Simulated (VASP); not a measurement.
# HgSe (strained zincblende), PBE single-point calculation: Ansatz's output and VASP's

```yaml
crystal:
  lattice:
    - [0.00000, 3.09267, 3.12730]
    - [3.09267, 0.00000, 3.12730]
    - [3.09267, 3.09267, 0.00000]
  atoms:
    - { symbol: Hg, position: [0.00000, 0.00000, 0.00000] }
    - { symbol: Se, position: [0.25000, 0.25000, 0.25000] }
```

Ansatz printed

```
SCF 1 converged in 6 iterations: F = -19282.953017 eV  dr2 = 1.51e-8
  greatest PAW one-centre occupation: 1.000 electrons in one spin orbital (limit 2), on the Hg atom at site 0 (counted from 0), in its partial waves of l = 0
NSCF: frozen V_eff on 7 k-points
SCF converged after 6 iterations
Free energy (F): -19282.953017 eV
Harris-Foulkes:  -19282.953017 eV  (|F-HF|=4.35e-8)
Internal energy: -19282.952876 eV  (E = F + TS)
E sigma→0 (E₀):  -19282.952947 eV
Entropy (-TS):   -0.000141 eV (-0.071 meV/atom)
Fermi energy:    7.883733 eV
--- Per-component energies (eV) ---
  E_band       = -897.909057
  E_kinetic    = 720.775132
  E_local      = -5922.131563  (includes V_loc(G=0)·N_el)
  E_nonlocal   = -522.296578
  E_hartree    = 2703.627163
  E_xc         = -323.770771
  E_vxc        = -359.321923  (∫ρ·V_xc dr)
  E_paw        = -11855.874833  (= ΣΔE_a)
  E_vpaw       = -222.189161  (= ΣTr[D̂ρ^β])
  E_aug_tail   = 0.000331  (compensation charges beyond the density's cutoff)
  E_ewald      = -4083.281757
  E_smearing   = -0.000141  (= −TS)
  E_closure    = 0.000000  (closes the sum)
  Σ components = -19282.953017   (vs F -19282.953017, Δ=0.00e0)
--- Forces (eV/Å), atoms counted from 1 ---
  atom   1  Hg     0.00000000    -0.00000000     0.00000000
  atom   2  Se    -0.00000000     0.00000000     0.00000000
  max |Σ_I F_I| component: 1.39e-17 eV/Å
--- Stress (GPa, compression-positive) ---
        1.181037      -0.000000       0.000000
        0.000000       1.181037       0.000000
       -0.000000       0.000000       1.034119
  P = ⅓ Tr σ = 1.1321 GPa (11.321 kbar)
--- Band table (eV; the first three rows and the last of 59) ---
  k-point 0: bands = ["-106.3724", "-54.8409", "-54.8409", "-54.8405", "-39.4569", "-39.4569", "-39.4555", "-39.4548", "-39.4530", "-5.1747", "1.0501", "1.0552", "1.0552", "1.6916", "1.7003", "6.8601", "7.8441", "7.8785", "7.8785", "13.4394", "13.4394", "13.4410"]
  k-point 1: bands = ["-106.3724", "-54.8409", "-54.8409", "-54.8405", "-39.4569", "-39.4569", "-39.4555", "-39.4548", "-39.4530", "-5.1170", "1.0772", "1.0822", "1.0859", "1.6904", "1.6980", "6.0367", "7.7148", "7.7404", "8.4415", "13.0853", "13.6356", "13.6409"]
  k-point 2: bands = ["-106.3724", "-54.8410", "-54.8409", "-54.8406", "-39.4570", "-39.4569", "-39.4555", "-39.4548", "-39.4530", "-4.9738", "1.1368", "1.1423", "1.2261", "1.6970", "1.7011", "4.7548", "7.3987", "7.4303", "8.9072", "13.2163", "13.9822", "14.0111"]
  k-point 58: bands = ["-106.3724", "-54.8410", "-54.8410", "-54.8408", "-39.4569", "-39.4569", "-39.4557", "-39.4548", "-39.4529", "-4.6269", "1.2328", "1.4924", "1.4924", "1.7916", "2.0022", "3.0439", "5.8481", "5.8481", "10.6489", "11.0386", "16.1227", "17.4296"]
```

Each program uses its own PAW datasets. VASP's cell holds 18 valence electrons and Ansatz's 36. Ansatz's stress includes a Pulay correction; VASP's doesn't.

Task: What does VASP give for the same cell and level of theory?

Result: gap between bands v and c -0.01 eV (bands overlap: a metal); least direct gap 0.00 eV; pressure 1.3 GPa.

From OUTCAR

```
k-points           NKPTS =     59   k-points in BZ     NKDIM =     59   number of bands    NBANDS=     16

   NELECT =      18.0000    total number of electrons

   dimension x,y,z NGX =    36 NGY =   36 NGZ =   36
   dimension x,y,z NGXF=    72 NGYF=   72 NGZF=   72

  energy-cutoff  :      520.00
  volume of cell :       59.82
      direct lattice vectors                 reciprocal lattice vectors
     0.000000000  3.092665094  3.127302943    -0.161672857  0.161672857  0.159882176
     3.092665094  0.000000000  3.127302943     0.161672857 -0.161672857  0.159882176
     3.092665094  3.092665094  0.000000000     0.161672857  0.161672857 -0.159882176

 k-points in reciprocal lattice and weights: KPOINTS created by Atomic Simulation Env
   0.00000000  0.00000000  0.00000000       0.002
   0.12500000 -0.00000000  0.00000000       0.016
   0.25000000 -0.00000000  0.00000000       0.016
   0.37500000 -0.00000000  0.00000000       0.016
   0.50000000 -0.00000000  0.00000000       0.008
   0.12500000  0.12500000  0.00000000       0.004
   0.25000000  0.12500000  0.00000000       0.016
   0.37500000  0.12500000  0.00000000       0.016
   ...

 E-fermi :   1.1898

 k-point     1 :       0.0000    0.0000    0.0000
  band No.  band energies     occupation
      1     -11.8715      2.00000
      2      -5.6477      2.00000
      3      -5.6425      2.00000
      4      -5.6425      2.00000
      5      -5.0065      2.00000
      6      -4.9978      2.00000
      7       0.1590      2.00000
      8       1.1503      1.75576
      9       1.1845      1.13002
     10       1.1845      1.13002
     11       6.7373      0.00000
     12       6.7373      0.00000
     13       6.7394      0.00000
     14       9.5633      0.00000
     15      12.2945      0.00000
     16      12.4463      0.00000

 k-point     2 :       0.1250   -0.0000    0.0000
  band No.  band energies     occupation
      1     -11.8140      2.00000
      2      -5.6206      2.00000
      3      -5.6156      2.00000
      4      -5.6121      2.00000
      5      -5.0076      2.00000
      6      -5.0001      2.00000
      7      -0.6655      2.00000
      8       1.0205      1.99958
      9       1.0460      1.99849
     10       1.7476      0.00000
     11       6.3907      0.00000
     12       6.9348      0.00000
     13       6.9397      0.00000
     14      10.5275      0.00000
     15      11.5276      0.00000
     16      11.6316      0.00000

 k-point     3 :       0.2500   -0.0000    0.0000
  band No.  band energies     occupation
      1     -11.6713      2.00000
      2      -5.5610      2.00000
      3      -5.5555      2.00000
      4      -5.4725      2.00000
      5      -5.0011      2.00000
      6      -4.9970      2.00000
      7      -1.9484      2.00000
      8       0.7038      2.00000
      9       0.7355      2.00000
     10       2.2105      0.00000
     11       6.5333      0.00000
     12       7.2813      0.00000
     13       7.3098      0.00000
     14      10.7324      0.00000
     15      11.2774      0.00000
     16      11.3149      0.00000

 k-point     4 :       0.3750   -0.0000    0.0000
  band No.  band energies     occupation
      1     -11.5230      2.00000
      2      -5.5135      2.00000
      3      -5.5059      2.00000
      4      -5.1268      2.00000
      5      -4.9773      2.00000
      6      -4.9766      2.00000
      7      -3.1856      2.00000
      8       0.4099      2.00000
      9       0.4479      2.00000
     10       2.2895      0.00000
     11       7.3901      0.00000
     12       7.4746      0.00000
     13       7.4748      0.00000
     14      10.3833      0.00000
     15      11.9637      0.00000
     16      11.9823      0.00000

 k-point     5 :       0.5000   -0.0000    0.0000
  band No.  band energies     occupation
      1     -11.4600      2.00000
      2      -5.4981      2.00000
      3      -5.4895      2.00000
      4      -4.9631      2.00000
      5      -4.9609      2.00000
      6      -4.7246      2.00000
      7      -3.9226      2.00000
      8       0.2926      2.00000
      9       0.3333      2.00000
     10       2.2763      0.00000
     11       7.4181      0.00000
     12       7.4857      0.00000
     13       8.0424      0.00000
     14      10.3928      0.00000
     15      12.8454      0.00000
     16      12.9035      0.00000

 k-point     6 :       0.1250    0.1250    0.0000
  band No.  band energies     occupation
      1     -11.7955      2.00000
      2      -5.6395      2.00000
      3      -5.5897      2.00000
      4      -5.5897      2.00000
      5      -5.0263      2.00000
      6      -4.9845      2.00000
      7      -0.7615      2.00000
      8       0.8240      2.00000
      9       0.8240      2.00000
     10       2.1363      0.00000
     11       5.9303      0.00000
     12       7.2160      0.00000
     13       7.2160      0.00000
     14      10.3782      0.00000
     15      10.9534      0.00000
     16      12.5005      0.00000

 ...

  Total        0.5192112      0.5192112      0.4652376      0.0000000      0.0000000      0.0000000
  in kB       13.9055745     13.9055745     12.4600472      0.0000000      0.0000000      0.0000000
  external PRESSURE =      13.4237321 kB  Pullay stress =       0.0000000 kB

 POSITION                                       TOTAL-FORCE (eV/Angst)
 -----------------------------------------------------------------------------------
      0.00000      0.00000      0.00000         0.000000      0.000000      0.000000
      1.54633      1.54633      1.56365        -0.000000     -0.000000     -0.000000
 -----------------------------------------------------------------------------------
    total drift:                                0.000000      0.000000     -0.000000

  FREE ENERGIE OF THE ION-ELECTRON SYSTEM (eV)
  ---------------------------------------------------
  free  energy   TOTEN  =        -4.0802077448 eV

  energy  without entropy=       -4.0800665017  energy(sigma->0) =       -4.08013712
```
